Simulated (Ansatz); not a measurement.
**Redistribution: C4H9F + CH4O → C4H10O + CH3F**

Species: C4H9F (1-fluorobutane) `CCCCF`, singlet; CH4O (methanol) `CO`, singlet; C4H10O (1-butanol) `CCCCO`, singlet; CH3F (fluoromethane) `CF`, singlet. The partners trade F for OH; both sit on C, so the bond types are kept.

Shapes, held fixed at every level: PBE0-D4/def2-TZVP. Flexible molecules stand in one conformer, not always the lowest. Programs: Ansatz 0.2.0. Electronic energies: no zero-point or thermal term.

Problem. Estimate ΔE of this reaction.

Solution. The highest level, CCSD(T)/CBS estimate, gives ΔE = 0.0 kJ/mol; the levels span -1.1 to +1.0. That is about zero within the method's error. They disagree on the sign: 4 of 7 are positive. The column of differences is taken from that level and isn't an error. No measured value is set beside it here. The CBS estimate extrapolates MP2 from def2-TZVPP and def2-QZVPP and adds CCSD(T) − MP2 in the triple-zeta set, cores frozen.

```tsv
level	kind	ΔE (kJ/mol)	less CCSD(T)/CBS estimate
HF/def2-TZVPP	Hartree–Fock	+0.5	+0.5
PBE-D4/def2-TZVPP	GGA	+0.7	+0.7
wB97M-V/def2-TZVPP	range-separated hybrid	+1.0	+1.0
B2PLYP/def2-TZVPP	double hybrid	+0.3	+0.3
MP2/def2-TZVPP	perturbation theory	-1.1	-1.1
CCSD/def2-TZVPP	coupled cluster or CI	-0.1	-0.1
CCSD(T)/CBS estimate	coupled cluster or CI	0.0	0.0
```
